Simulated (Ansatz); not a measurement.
The parent structure is CsPbI$_{3}$ in the cubic perovskite structure (space group Pm-3m, No. 221; a = 6.333 Å).

Level of theory: r2SCAN in Ansatz (plane waves to 500 eV, PAW, no spin-orbit coupling).

Carriers are added at fixed cell with a uniform background; the Fermi–Dirac width is that of 300 K.

One change was made to it. Results:

The gap between the host's bands rises by 0.064 eV to 1.77 eV; the gap character stays direct at R; the Fermi level relative to the doped band's edge (positive inside the band; to 0.05 eV) comes out as +0.50 eV.

**Question.** Name the change that was made.
A. holes 2.0×10^21 cm⁻³
B. electrons 3.0×10^21 cm⁻³
C. electrons 2.0×10^21 cm⁻³
D. holes 3.0×10^21 cm⁻³

**Answer.** C, electrons 2.0×10^21 cm⁻³. For comparison, the Fermi level from band edge in the other runs: holes 2.0×10^21 cm⁻³ gives +0.85 eV; holes 3.0×10^21 cm⁻³ gives +0.90 eV; electrons 3.0×10^21 cm⁻³ gives +0.70 eV.

Charged cell with a jellium background: band edges are those of the host's band count, energies are not comparable with the neutral cell, and many-body gap narrowing is missing. Spin-orbit coupling, missing from the scalar runs, can matter with I and Pb. Stability against distortions was not tested. Many cubic perovskites are stable only at high temperature; tilts and polar distortions were not tested. This is not the structure that CsPbI3 has at room temperature and ambient pressure.

Ansatz is a quantum-chemistry and plane-wave program.
